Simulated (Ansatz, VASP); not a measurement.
# Hf: VASP beside Ansatz

```
CELL_PARAMETERS angstrom
0.00000 2.24303 2.24303
2.24303 0.00000 2.24303
2.24303 2.24303 0.00000
ATOMIC_POSITIONS crystal
Hf 0.00000 0.00000 0.00000
```

Alike in both runs: functional PBE; k mesh 16 × 16 × 16; occupations gaussian, width 0.1 eV; no spin polarisation.

Ansatz relaxed the structure, and its values are those at the end. VASP's run is a single point on that final structure, the one shown.

|  | VASP | Ansatz |
| --- | --- | --- |
| version | VASP 6.6.1 | Ansatz 0.2.0 |
| potentials or method | VASP PAW PBE potentials, release 64 (Hf_pv) | scalar-relativistic, plane waves, PAW |
| plane-wave cutoff (eV) | 520 | 420 |
| valence electrons in the cell | 10 | 26 |

VASP gave:

- gap on the k mesh at the Fermi level (eV): none
- pressure (GPa): -0.5

Question: What did Ansatz give for the same quantities?

Answer: gap on the k mesh at the Fermi level (eV): none; pressure (GPa): -0.1.

A gap of «none» marks a metal or a gap that the smearing closes. With one functional, cell and mesh, what is left measures potentials, basis and numerics. The two sets of potentials don't hold the same shells in valence.

The runs have no spin-orbit coupling, so splittings on Hf are missing.
